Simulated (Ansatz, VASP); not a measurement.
## LiCl: VASP beside Ansatz

```xyz
4
Lattice="3.9249 0.0000 0.0000 -1.9624 3.3990 0.0000 0.0000 0.0000 6.3572" Properties=species:S:1:pos:R:3 pbc="T T T"
Cl    0.0000    2.2660    6.3507
Cl    1.9624    1.1330    3.1721
Li    0.0000    2.2660    2.3904
Li    1.9624    1.1330    5.5690
```

Measurements of this composition are mostly on another form, of space group No. 225.

Alike in both runs: task single point; functional PBE; k mesh 8 × 8 × 4; occupations fermi-dirac, width 0.05 eV; no spin polarisation.

|  | VASP | Ansatz |
| --- | --- | --- |
| version | VASP 6.6.1 | Ansatz 0.2.0 |
| potentials or method | VASP PAW PBE potentials, release 64 (Cl, Li_sv) | Ansatz PAW |
| plane-wave cutoff (eV) | 520 | 420 |
| valence electrons in the cell | 20 | 20 |

|  | VASP | Ansatz | Ansatz less VASP |
| --- | --- | --- | --- |
| gap on the k mesh at the Fermi level (eV) | 5.94 | 5.94 | -0.006 |
| least direct gap on the mesh (eV) | 5.94 | 5.94 | -0.006 |
| rms of the force components (eV/Å) | 0.009 | 0.009 | 0.0000 |

Atom by atom the forces differ by 0.000 eV/Å (rms over components). The functional is the same, so the differences come from potentials, cutoffs and numerics.

 A hybrid or GW would open this gap; PBE tends to underestimate it. A k mesh can miss the band edges.
